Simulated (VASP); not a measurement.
# Co2PtO4 in VASP: a series of runs

The runs below take Co2PtO4 through density of states, with PBE+U.

Everything below comes from runs of VASP 6.6.1. Logs are shortened: lines on timing, memory, paths and dates and some standing lists are left out, and cuts for length are marked.

## 1. The structure

The cell holds a slab with vacuum, 7 atoms: a = 2.825 Å, b = 2.825 Å, c = 22.879 Å, α = 90.00°, β = 90.00°, γ = 120.00°.

## 2. Density of states, PBE+U, collinear spin, antiferromagnetic start

Contents of POSCAR:

```
Co2PtO4
1.0
    2.8245398345      0.0000000000      0.0000000000
   -1.4122699173      2.4461232507      0.0000000000
    0.0000000000      0.0000000000     22.8788124025
O Co Pt
4 2 1
Direct
    0.0000000000      0.0000000000      0.3278142182
    0.6666666667      0.3333333333      0.4125836222
    0.6666666667      0.3333333333      0.5874163778
    0.3333333333      0.6666666667      0.6721857818
    0.3333333333      0.6666666667      0.3701989202
    0.0000000000      0.0000000000      0.6298010798
    0.6666666667      0.3333333333      0.5000000000
```

Contents of INCAR.step1:

```
SYSTEM = Co2PtO4
PREC = Accurate
ENCUT = 520
EDIFF = 1E-7
ISMEAR = -1
SIGMA = 0.05
LREAL = .FALSE.
LASPH = .TRUE.
NELM = 100
ALGO = Normal
ISIF = 2
LWAVE = .FALSE.
LCHARG = .TRUE.
ISPIN = 2
MAGMOM = 0 0 0 0 2 -2 0
LMAXMIX = 4
LDAU = .TRUE.
LDAUTYPE = 2
LDAUL = -1 2 2
LDAUU = 0 4 4
LDAUJ = 0 0 0
LDAUPRINT = 1
LDIPOL = .TRUE.
IDIPOL = 3
DIPOL = 0.5 0.5 0.500
GGA = PE
```

Contents of KPOINTS.step1:

```
Automatic mesh
0
G
  8 8 1
  0 0 0
```

Contents of INCAR.step2:

```
SYSTEM = Co2PtO4
PREC = Accurate
ENCUT = 520
EDIFF = 1E-7
ISMEAR = -5
SIGMA = 0.05
LREAL = .FALSE.
LASPH = .TRUE.
NELM = 100
ALGO = Normal
ISIF = 2
LWAVE = .FALSE.
LCHARG = .FALSE.
ISPIN = 2
MAGMOM = 0 0 0 0 2 -2 0
LORBIT = 11
LMAXMIX = 4
LDAU = .TRUE.
LDAUTYPE = 2
LDAUL = -1 2 2
LDAUU = 0 4 4
LDAUJ = 0 0 0
LDAUPRINT = 1
LDIPOL = .TRUE.
IDIPOL = 3
DIPOL = 0.5 0.5 0.500
GGA = PE
NEDOS = 1001
ICHARG = 11
```

Contents of KPOINTS.step2:

```
Automatic mesh
0
G
  12 12 1
  0 0 0
```

Potentials or basis: VASP PAW PBE potentials, release 64 (O, Co, Pt).

The run is started by

```
cat potpaw_PBE.64/O/POTCAR potpaw_PBE.64/Co/POTCAR potpaw_PBE.64/Pt/POTCAR > POTCAR
cp INCAR.step1 INCAR
cp KPOINTS.step1 KPOINTS
mpirun -np 1 vasp_std > vasp.out
cp INCAR.step2 INCAR
cp KPOINTS.step2 KPOINTS
mpirun -np 1 vasp_std > vasp.out
```

OUTCAR:

```text
SYSTEM = Co2PtO4
   PREC = Accurate
   ENCUT = 520
   EDIFF = 1E-7
   ISMEAR = -5
   LREAL = .FALSE.
   LASPH = .TRUE.
   NELM = 100
   ISIF = 2
   ISPIN = 2
   LORBIT = 11
   GGA = PE
   ICHARG = 11

 ion  position               nearest neighbor table
   1  0.000  0.000  0.328-   5 1.90   5 1.90   5 1.90
   2  0.667  0.333  0.413-   5 1.90   5 1.90   5 1.90   7 2.00
   3  0.667  0.333  0.587-   6 1.90   6 1.90   6 1.90   7 2.00
   4  0.333  0.667  0.672-   6 1.90   6 1.90   6 1.90
   5  0.333  0.667  0.370-   2 1.90   2 1.90   1 1.90   1 1.90   1 1.90   2 1.90
   6  0.000  0.000  0.630-   4 1.90   3 1.90   4 1.90   3 1.90   4 1.90   3 1.90
   7  0.667  0.333  0.500-   2 2.00   3 2.00

  LATTYP: Found a hexagonal cell.
 ALAT       =     2.8245398345
 C/A-ratio  =     8.1000140706

  Lattice vectors:

 A1 = (   2.8245398345,   0.0000000000,   0.0000000000)
 A2 = (  -1.4122699173,   2.4461232507,   0.0000000000)
 A3 = (   0.0000000000,   0.0000000000,  22.8788124025)

Analysis of symmetry for initial positions (statically):
=====================================================================
 Subroutine PRICEL returns:
 Original cell was already a primitive cell.

 Routine SETGRP: Setting up the symmetry group for a
 hexagonal supercell.

 Subroutine GETGRP returns: Found 12 space group operations
 (whereof  6 operations were pure point group operations)
 out of a pool of 24 trial point group operations.

The static configuration has the point symmetry C_3v.
 The point group associated with its full space group is D_3d.

Analysis of symmetry for dynamics (positions and initial velocities):
=====================================================================
 Subroutine PRICEL returns:
 Original cell was already a primitive cell.

 Routine SETGRP: Setting up the symmetry group for a
 hexagonal supercell.

 Subroutine GETGRP returns: Found 12 space group operations
 (whereof  6 operations were pure point group operations)
 out of a pool of 24 trial point group operations.

The dynamic configuration has the point symmetry C_3v.
 The point group associated with its full space group is D_3d.

Analysis of structural, dynamic, and magnetic symmetry:
=====================================================================
 Subroutine PRICEL returns:
 Original cell was already a primitive cell.

 Routine SETGRP: Setting up the symmetry group for a
 hexagonal supercell.

 Subroutine GETGRP returns: Found 12 space group operations
 (whereof  6 operations were pure point group operations)
 out of a pool of 24 trial point group operations.

The overall configuration has the point symmetry C_3v.
 The point group associated with its full space group is D_3d.

 Subroutine INISYM returns: Found 12 space group operations
 (whereof  6 operations are pure point group operations),
 and found     1 'primitive' translations

----------------------------------------------------------------------------------------

                                     Primitive cell

  volume of cell :     158.0737

  direct lattice vectors                    reciprocal lattice vectors
     2.824539834  0.000000000  0.000000000     0.354039971  0.204405072  0.000000000
    -1.412269917  2.446123251  0.000000000     0.000000000  0.408810145  0.000000000
     0.000000000  0.000000000 22.878812402     0.000000000  0.000000000  0.043708562

  length of vectors
     2.824539834  2.824539835 22.878812402     0.408810145  0.408810145  0.043708562

  position of ions in fractional coordinates (direct lattice)
     0.000000000  0.000000000  0.327814218
     0.666666667  0.333333333  0.412583622
[... 105 lines left out ...]
  Fermi-wavevector in a.u.,A,eV,Ry     =   1.130115  2.135608 17.376826  1.277161
  Thomas-Fermi vector in A             =   2.266811
   LORBIT       =     11    0 simple, 1 ext, 2 COOP (PROOUT), +10 PAW based schemes
 LDA+U is selected, type is set to LDAUTYPE =  2
   angular momentum for each species LDAUL =    -1    2    2
   U (eV)           for each species LDAUU =   0.0  4.0  4.0
   J (eV)           for each species LDAUJ =   0.0  0.0  0.0
   GGA     = PE    functional components
   LHFCALC =     F    Hartree Fock is set to
   AEXX    =    0.0000 exact exchange contribution
   IVDW    =     0    specifies the selected vdW correction
   LEPSILON=     F    determine dielectric tensor
   LRPA    =     F    only Hartree local field effects (RPA)
 spin polarized calculation
 Fermi weights with tetrahedron method with Bloechl corrections
  energy-cutoff  :      520.00
  volume of cell :      158.07
 maximum number of plane-waves:      4284
 NGX is ok and might be reduce to    24

atom =   5  type =  2  l = 2

 onsite density matrix

spin component  1
[... 83 lines left out ...]
  o =  0.5740  v =  0.0000  0.0000 -1.0000  0.0000  0.0000  0.0000  0.0000  0.0000  0.0000  0.0000      0.0000  0.0000  0.0000  0.0000  0.0000  0.0000  0.0000  0.0000  0.0000  0.0000
  o =  0.5740  v =  0.0000  0.0000  0.0000  0.0000  0.0000  0.0000  0.0000 -1.0000  0.0000  0.0000      0.0000  0.0000  0.0000  0.0000  0.0000  0.0000  0.0000  0.0000  0.0000  0.0000
  o =  0.8847  v = -0.8361 -0.0278 -0.0000 -0.0425 -0.5463  0.0000  0.0000  0.0000  0.0000  0.0000      0.0000  0.0000  0.0000  0.0000  0.0000  0.0000  0.0000  0.0000  0.0000  0.0000
  o =  0.8847  v =  0.0000  0.0000  0.0000  0.0000  0.0000 -0.8362 -0.0278 -0.0000 -0.0425 -0.5461      0.0000  0.0000  0.0000  0.0000  0.0000  0.0000  0.0000  0.0000  0.0000  0.0000
  o =  0.8847  v =  0.5463 -0.0425  0.0000  0.0278 -0.8361  0.0000  0.0000  0.0000  0.0000  0.0000      0.0000  0.0000  0.0000  0.0000  0.0000  0.0000  0.0000  0.0000  0.0000  0.0000
  o =  0.8847  v =  0.0000  0.0000  0.0000  0.0000  0.0000  0.5461 -0.0425  0.0000  0.0278 -0.8362      0.0000  0.0000  0.0000  0.0000  0.0000  0.0000  0.0000  0.0000  0.0000  0.0000
  o =  0.9282  v =  0.0000  0.0000  0.0000  0.0000  0.0000 -0.0425  0.5464 -0.0000  0.8359 -0.0278      0.0000  0.0000  0.0000  0.0000  0.0000  0.0000  0.0000  0.0000  0.0000  0.0000
  o =  0.9282  v = -0.0425  0.5464 -0.0000  0.8359 -0.0278  0.0000  0.0000  0.0000  0.0000  0.0000      0.0000  0.0000  0.0000  0.0000  0.0000  0.0000  0.0000  0.0000  0.0000  0.0000
  o =  0.9282  v = -0.0278 -0.8359 -0.0000  0.5464  0.0425  0.0000  0.0000  0.0000  0.0000  0.0000      0.0000  0.0000  0.0000  0.0000  0.0000  0.0000  0.0000  0.0000  0.0000  0.0000
  o =  0.9282  v =  0.0000  0.0000  0.0000  0.0000  0.0000 -0.0278 -0.8359 -0.0000  0.5464  0.0425      0.0000  0.0000  0.0000  0.0000  0.0000  0.0000  0.0000  0.0000  0.0000  0.0000

 number of electron      52.0000009 magnetization       0.0000000

 dipolmoment           0.000000      0.000000     -0.000000 electrons x Angstroem

 Free energy of the ion-electron system (eV)
  ---------------------------------------------------
  ext. energy  EPLUGINS =         0.00000000
  ---------------------------------------------------
  free energy    TOTEN  =       -37.29489828 eV

  energy without entropy =      -37.29489828  energy(sigma->0) =      -37.29489828

 E-fermi :  -1.2294     XC(G=0):  -5.8005

 val. band max:       -1.2275774530   @ k =   0.3333   0.1667   0.0000
 cond. band min:      -1.2200069384   @ k =   0.2500   0.2500   0.0000
 fundamental gap:      0.0075705147
 Fermi energy:        -1.2293540386

 spin component 1

 k-point     1 :       0.0000    0.0000    0.0000
  band No.  band energies     occupation
      1     -21.9202      1.00000
      2     -21.6935      1.00000
      3     -19.6022      1.00000
      4     -19.3434      1.00000
      5      -9.7635      1.00000
      6      -8.2907      1.00000
[... 635 lines left out ...]
     30       1.1029      0.00000
     31       1.3381      0.00000
 Fermi energy:        -1.2293540386

 spin component 2

 k-point     1 :       0.0000    0.0000    0.0000
  band No.  band energies     occupation
      1     -21.9202      1.00000
      2     -21.6935      1.00000
      3     -19.6022      1.00000
      4     -19.3434      1.00000
      5      -9.7635      1.00000
      6      -8.2907      1.00000
[... 635 lines left out ...]
     30       1.1029      0.00000
     31       1.3381      0.00000

------------------------ aborting loop because EDIFF is reached ----------------------------------------

 vacuum level on the upper side and lower side of the slab       (xc-potential included)         0.001         0.001

  FORCE on cell =-STRESS in cart. coord.  units (eV):
  Direction    XX          YY          ZZ          XY          YZ          ZX
  --------------------------------------------------------------------------------------
  -------------------------------------------------------------------------------------
  Total       10.9446310     10.9446310      4.8965512     -0.0000000      0.0000000     -0.0000000
  in kB      110.9308111    110.9308111     49.6296674     -0.0000000      0.0000000     -0.0000000
  external PRESSURE =      90.4970966 kB  Pullay stress =       0.0000000 kB

 VOLUME and BASIS-vectors are now :
 -----------------------------------------------------------------------------
  energy-cutoff  :      520.00
  volume of cell :      158.07
      direct lattice vectors                 reciprocal lattice vectors
     2.824539834  0.000000000  0.000000000     0.354039971  0.204405072  0.000000000
    -1.412269917  2.446123251  0.000000000     0.000000000  0.408810145  0.000000000
     0.000000000  0.000000000 22.878812402     0.000000000  0.000000000  0.043708562

 POSITION                                       TOTAL-FORCE (eV/Angst)
 -----------------------------------------------------------------------------------
      0.00000      0.00000      7.50000         0.000000     -0.000000      0.374519
      1.41227      0.81537      9.43942         0.000000     -0.000000      1.206991
      1.41227      0.81537     13.43939        -0.000000      0.000000     -1.206991
     -0.00000      1.63075     15.37881         0.000000      0.000000     -0.374519
     -0.00000      1.63075      8.46971         0.000000     -0.000000     -1.646144
      0.00000      0.00000     14.40910        -0.000000      0.000000      1.646144
      1.41227      0.81537     11.43941         0.000000     -0.000000      0.000000
 -----------------------------------------------------------------------------------
    total drift:                               -0.000114      0.000066     -0.000000

  FREE ENERGIE OF THE ION-ELECTRON SYSTEM (eV)
  ---------------------------------------------------
  free  energy   TOTEN  =       -37.2948982800 eV

  energy  without entropy=      -37.2948982800  energy(sigma->0) =      -37.29489828

 vacuum level on the upper side and lower side of the slab         6.237         6.236

 total charge

# of ion       s       p       d       tot
------------------------------------------
    1        1.590   3.371   0.000   4.961
    2        1.572   3.468   0.000   5.040
    3        1.572   3.468   0.000   5.040
    4        1.590   3.371   0.000   4.961
    5        0.450   0.705   7.257   8.412
    6        0.450   0.705   7.257   8.412
    7        0.596   0.507   8.237   9.340
--------------------------------------------------
tot          7.819  15.595  22.752  46.167

 magnetization (x)

# of ion       s       p       d       tot
------------------------------------------
    1        0.004  -0.142   0.000  -0.138
    2        0.012  -0.087   0.000  -0.074
    3       -0.012   0.087   0.000   0.074
    4       -0.004   0.142   0.000   0.138
    5        0.015   0.017   1.739   1.771
    6       -0.015  -0.017  -1.739  -1.771
    7        0.000   0.000   0.000   0.000
--------------------------------------------------
tot          0.000   0.000   0.000   0.000
```

Run time: 14 min. Hardware: 1 thread of AMD EPYC 7R43 (Zen 3), shared host; peak memory 0.4 GiB.

What came out:

```yaml
Net_moment: 0.00 μB per cell
Site_moments: O -0.14, -0.07, +0.07, +0.14; Co +1.77, -1.77; Pt +0.00 μB
Valence_electrons_inside_the_program's_atomic_spheres: O 4.96, 5.04; Co 8.41; Pt 9.34
```

Levels at points of the mesh, in eV from the Fermi level:
Spin up:
| k point | band 23 | band 24 | band 25 | band 26 | band 27 | band 28 | band 29 | band 30 |
| --- | --- | --- | --- | --- | --- | --- | --- | --- |
| (0.00, 0.00, 0.00) | -2.14 | -2.08 | -1.04 | -1.04 | 1.12 | 1.12 | 1.67 | 2.97 |
| (0.50, 0.00, 0.00) | -2.00 | -1.82 | -0.13 | -0.02 | 0.94 | 1.16 | 1.89 | 2.62 |
Spin down:
| k point | band 23 | band 24 | band 25 | band 26 | band 27 | band 28 | band 29 | band 30 |
| --- | --- | --- | --- | --- | --- | --- | --- | --- |
| (0.00, 0.00, 0.00) | -2.14 | -2.08 | -1.04 | -1.04 | 1.12 | 1.12 | 1.67 | 2.97 |
| (0.50, 0.00, 0.00) | -2.00 | -1.82 | -0.13 | -0.02 | 0.94 | 1.16 | 1.89 | 2.62 |

States per cell in windows of 1 eV (zero at the Fermi level; states under -8 eV left out):
```
from (eV)    up  down  Co5_d_down  Co6_d_up  Co5_d_up  Co6_d_down  Pt7_d_up  Pt7_d_down
     -8.0  1.90  1.90        0.14      0.14      0.29        0.29      0.22        0.22
     -7.0  2.39  2.39        0.13      0.13      0.82        0.82      0.09        0.09
     -6.0  3.42  3.42        0.41      0.41      0.74        0.74      0.57        0.57
     -5.0  3.56  3.56        0.38      0.38      0.95        0.95      0.62        0.62
     -4.0  3.05  3.05        0.40      0.40      0.65        0.65      0.71        0.71
     -3.0  3.51  3.51        0.61      0.61      0.40        0.40      0.85        0.85
     -2.0  2.92  2.92        0.62      0.62      0.20        0.20      0.72        0.72
     -1.0  0.93  0.93        0.02      0.02      0.25        0.25      0.28        0.28
      0.0  1.60  1.60        0.07      0.07      0.54        0.54      0.17        0.17
      1.0  1.48  1.48        0.96      0.96      0.05        0.05      0.20        0.20
      2.0  2.02  2.02        1.26      1.26      0.00        0.00      0.10        0.10
      3.0  0.00  0.00        0.00      0.00      0.00        0.00      0.00        0.00
```

Eigenvalues of the final occupation matrices:
```
    site  spin  trace               eigenvalues
site 5 d     1   4.48  0.77 0.77 0.98 0.98 0.98
site 5 d     2   2.78  0.09 0.37 0.37 0.98 0.98
site 6 d     1   2.78  0.09 0.37 0.37 0.98 0.98
site 6 d     2   4.48  0.77 0.77 0.98 0.98 0.98
site 7 d     1   4.20  0.57 0.88 0.88 0.93 0.93
site 7 d     2   4.20  0.57 0.88 0.88 0.93 0.93
```

Caveat: tetrahedron occupations give inexact forces and stress in metals. Spin-orbit coupling is left out, which matters for the levels of Pt.

(Part 1 of 2 ends here.)
